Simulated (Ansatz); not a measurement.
# CuAu (Pmmm) in Ansatz: relaxation of the atoms with PBE

Aim: the relaxation of the atoms of CuAu with PBE.

Program: Ansatz 0.2.0. These are calculated values, not measurements. Logs are shortened: lines on timing, memory, paths and dates and some standing lists are left out, and cuts for length are marked.

**1. The cell of the first run**

It takes space group Pmmm (No. 47, orthorhombic). The conventional cell has a = 2.811 Å, b = 2.867 Å, c = 3.685 Å, α = 90.00°, β = 90.00°, γ = 90.00°. Au (site symmetry mmm) has 8 Cu at 2.72 Å and 4 Au at 2.81 to 2.87 Å as nearest neighbours. Cu (site symmetry mmm) has 8 Au at 2.72 Å and 4 Cu at 2.81 to 2.87 Å as nearest neighbours.

**2. Relaxation of the atoms, PBE (strained by +2 %)**

Contents of input.yaml:

```yaml
crystal:
  lattice:
    - [2.8669644443, 0.0, 0.0]
    - [0.0, 2.8107494552, 0.0]
    - [0.0, 0.0, 3.685]
  atoms:
    - { symbol: Au, position: [0.0, 0.0, 0.0] }
    - { symbol: Cu, position: [0.5, 0.5, 0.5] }
hamiltonian:
  xc: pbe
  pseudopotentials: { kind: paw }
kpoints:
  mp_grid: { grid: [9, 9, 7] }
scf:
  occupations: { method: fermi_dirac, width: 0.05 }
output:
  forces: true
  stress: true
  eigenvalues: true
relax:
  f_tol: 0.01
  max_steps: 40
```

Potentials or basis: Ansatz PAW.

Started as:

```bash
$ ansatz run input.yaml --threads 2 --pin off --max-ram 5632MiB --backend cpu --events-out ev --progress --plain --runs-dir out
```

The log of the run:

```text
Warning: output.stress: scf.convergence.dr2_threshold = 1e-7 eV (the SCF's general default) is looser than the 2e-10 eV advised for a printed stress (1e-10 eV for each atom of the cell: 2). What an SCF threshold leaves in a stress goes as its square root, and in the free energy as the threshold itself, and one threshold admits the most on a small cell: of the crystals measured, under no hybrid functional and no lock of the moments, on runs that ended without the residual-converged pass, on stresses that held no estimate of that error, the worst erred by over 100 MPa in a component at 1e-7 eV an atom and by under 5 at 1e-10. Every solve of this run answers to scf.convergence.dr2_threshold, and the tensor of one is reported: a single SCF on the reported geometry and on this run's grids (its basis.xc_grid and basis.ecutrho_ratio typed), with scf.convergence.dr2_threshold at 2e-10 eV or tighter, prints it and tightens no other solve. Else set scf.convergence.dr2_threshold to 2e-10 eV or tighter. The threshold is an SCF's pass mark: one that does not reach it within its budget of iterations ends unconverged, or closes short of it on a stop that the run arms, and scf.convergence.dr2_threshold's page says what that costs each kind of run
Warning: RAYON_NUM_THREADS=2 ignored (pool sized by the plan → 2); use --threads N
Engine: ansatz 0.2.0, x86_64-unknown-linux-gnu
Pseudopotentials: kind: paw
Pseudopotential: Au, paw, valence charge 19, recommended cutoff 420 eV (normal), Au.paw.azcp
Pseudopotential: Cu, paw, valence charge 19, recommended cutoff 420 eV (normal), Cu.paw.azcp
Functional definition: PBE
  parameter kappa = 0.804
  parameter beta = 0.06672455060314922
  exchange = pbe_x(kappa = kappa, mu = beta*pi^2/3)
  correlation = pbe_c(beta = beta)
Crystal: 2 atoms, lattice volume = 29.695 Å³
Basis set: ecut = 420 eV, 577 PW (Γ), exchange–correlation on 40×40×50 points (8 copies of the dense FFT grid, shifted against one another)
Bands: 23, of which v1, the nominal top of the filled ones, is band 19 counted from 1 (18 counted from 0)
Symmetry: 8 space group operations
Space group: Pmmm (ITA 47), of the structure as read, at distance tolerance 3.1e-5 Å
k-points: 100 of 567
Non-local potential: Au, projectors of the file, l = 0: 3, l = 1: 2, l = 2: 2, l = 3: 1
Non-local potential: Cu, projectors of the file, l = 0: 3, l = 1: 2, l = 2: 3, l = 3: 1
PAW form: soft (Blöchl's): semilocal exchange-correlation on the pseudo side does not see the compensation charge
PAW one-centre angular grid: Au, 590 points (default); XC on 64 Gauss nodes
PAW one-centre angular grid: Cu, 590 points (default); XC on 64 Gauss nodes
Initial density: superposition of atomic densities (neutral atoms: chi_scale 0, normalization atom), corrected by the library's trained network
Initial wavefunctions: pseudopotential atomic-orbital guess
Functional: x = pbe(κ = 0.804, μ = 0.2195149727645171), c = pbe(β = 0.06672455060314922)
SCF iter   1: F=—  HF=-19774.614928 eV  |F-HF|=—  |Δ(HF+E_count)|=         —  Δρ=2.13e-3  dr2=5.87e-4  ethr=1.77e-3  ⟨swp⟩=5.7  Hψ=8941  notcnv=0
preconditioner: auto → Kerker (q_TF=auto, 2.843 Å⁻¹)  [metal: Δε(μ)=0.043 eV  Ē_g=10.503 eV  σ=0.050 eV  W_gap=0.21  n_scr=14 (ndim 8)  ℏωp=32.0 eV  f_vac=0.000  D(μ)=0.51/eV (n_scr^D=2)]
SCF iter   2: F=—  HF=-19774.615467 eV  |F-HF|=—  |Δ(HF+E_count)|=   5.39e-4  Δρ=1.10e-3  dr2=1.48e-4  ethr=1.55e-6  ⟨swp⟩=2.0  Hψ=4505  notcnv=0
SCF iter   3: F=—  HF=-19774.615545 eV  |F-HF|=—  |Δ(HF+E_count)|=   7.77e-5  Δρ=3.91e-4  dr2=4.29e-5  ethr=3.89e-7  ⟨swp⟩=2.2  Hψ=3429  notcnv=0
SCF iter   4: F=—  HF=-19774.615542 eV  |F-HF|=—  |Δ(HF+E_count)|=   2.84e-6  Δρ=1.13e-4  dr2=3.44e-6  ethr=1.13e-7  ⟨swp⟩=2.0  Hψ=2788  notcnv=0
SCF iter   5: F=—  HF=-19774.615542 eV  |F-HF|=—  |Δ(HF+E_count)|=   1.25e-7  Δρ=2.85e-5  dr2=3.11e-7  ethr=9.04e-9  ⟨swp⟩=2.0  Hψ=3280  notcnv=0
SCF iter   6: F=-19774.615542 eV  HF=-19774.615542 eV  |F-HF|=2.05e-8  |Δ(HF+E_count)|=   2.71e-8  Δρ=1.15e-5  dr2=5.96e-8  ethr=2.63e-10  ⟨swp⟩=5.0  Hψ=9409  notcnv=0
SCF 1 converged in 6 iterations: F = -19774.615542 eV  dr2 = 5.96e-8
relax step   1: F+E_penalty+E_count = -19774.61554212 eV  Δ(F+E_penalty+E_count) = +0.000e0 eV  max|allowed force component| = 2.211e-28 eV/Å  Δτ_max = 0.0000 Å  (6 SCF iters, accepted)
SCF converged after 6 iterations
Free energy (F): -19774.615542 eV
Harris-Foulkes:  -19774.615542 eV  (|F-HF|=2.05e-8)
Internal energy: -19774.611518 eV  (E = F + TS)
E sigma→0 (E₀):  -19774.613530 eV
Entropy (-TS):   -0.004024 eV (-2.012 meV/atom)
Fermi energy:    18.485869 eV
--- Per-component energies (eV) ---
  E_band       = -573.368613
  E_kinetic    = 903.922506
  E_local      = -5961.868407  (includes V_loc(G=0)·N_el)
  E_nonlocal   = 468.416022
  E_hartree    = 2613.880716
  E_xc         = -317.093557
  E_vxc        = -390.193166  (∫ρ·V_xc dr)
  E_paw        = -11373.747008  (= ΣΔE_a)
  E_vpaw       = -821.410199  (= ΣTr[D̂ρ^β])
  E_aug_tail   = 0.001705  (compensation charges beyond the density's cutoff)
  E_ewald      = -6108.123495
  E_smearing   = -0.004024  (= −TS)
  E_closure    = 0.000000  (closes the sum)
  Σ components = -19774.615542   (vs F -19774.615542, Δ=0.00e0)
--- Forces (eV/Å), atoms counted from 1 ---
  atom   1  Au     0.00000000     0.00000000     0.00000000
  atom   2  Cu    -0.00000000     0.00000000     0.00000000
  max |Σ_I F_I| component: 4.16e-28 eV/Å
--- Stress (GPa, compression-positive) ---
       -0.015288       0.000000      -0.000000
        0.000000       2.718754      -0.000000
       -0.000000      -0.000000       1.410202
  P = ⅓ Tr σ = 1.3712 GPa (13.712 kbar)
--- Band table (eV; the first three rows and the last of 100) ---
  k-point 0: bands = ["-93.7174", "-87.2829", "-51.1055", "-51.0981", "-51.0957", "-38.7036", "-38.6600", "-38.6499", "8.8850", "12.0453", "12.2122", "14.4261", "14.5750", "15.5050", "15.7605", "16.4278", "16.8450", "17.0538", "17.0653", "20.7350", "26.5077", "27.9241", "28.6667"]
  k-point 1: bands = ["-93.7174", "-87.2829", "-51.1055", "-51.0981", "-51.0957", "-38.7047", "-38.6600", "-38.6499", "9.1332", "12.0913", "12.2935", "14.4717", "14.6192", "15.5432", "15.6943", "16.3613", "16.8013", "16.9093", "16.9114", "19.3345", "28.2957", "28.4063", "29.1364"]
  k-point 2: bands = ["-93.7174", "-87.2828", "-51.1056", "-51.0980", "-51.0957", "-38.7070", "-38.6599", "-38.6499", "9.8128", "12.2010", "12.4952", "14.5941", "14.7380", "15.5392", "15.6405", "16.1282", "16.5551", "16.5846", "16.6917", "17.1561", "29.7328", "30.4385", "31.6170"]
  k-point 99: bands = ["-93.7155", "-87.2727", "-51.1119", "-51.1100", "-51.1032", "-38.7908", "-38.7667", "-38.6844", "12.1265", "12.8193", "12.9357", "14.7519", "15.3499", "15.3912", "15.6804", "16.4463", "16.6902", "16.8648", "21.8885", "23.4196", "23.7220", "24.6042", "25.5252"]
--- Relaxed structure (1 steps of the walk, 1 accepted, 0 SCFs on fresh bases) ---
  F+E_penalty+E_count = -19774.61554212 eV   max|allowed force component| = 2.211e-28 eV/Å
  atoms:
    - { symbol: Au, position: [0.0, 0.0, 0.0] }
    - { symbol: Cu, position: [0.5, 0.5000000000000001, 0.5000000000000001] }
```

Wall time 1.1 s (2 threads of Intel Xeon 6975P-C (Granite Rapids), shared host); peak memory 0.41 GiB.

What came out:

| Property | Result |
| --- | --- |
| Free energy | -19774.6155 eV |
| Pressure after relaxing | 1.4 GPa |
| Band gap on the k mesh | none (metal or under the smearing width) |

Final structure:
```
CELL_PARAMETERS angstrom
2.86696 0.00000 0.00000
0.00000 2.81075 0.00000
0.00000 0.00000 3.68500
ATOMIC_POSITIONS crystal
Au 0.00000 0.00000 0.00000
Cu 0.50000 0.50000 0.50000
```

Levels at points of the mesh, in eV from the Fermi level:
```csv
k point,band 17,band 18,band 19,band 20,band 21,band 22
"(0.00, 0.00, 0.00)",-1.64,-1.43,-1.42,2.25,8.02,9.44
```

Caveat: the relaxation stopped at its first step, so nothing moved; the thresholds are loose for stress.
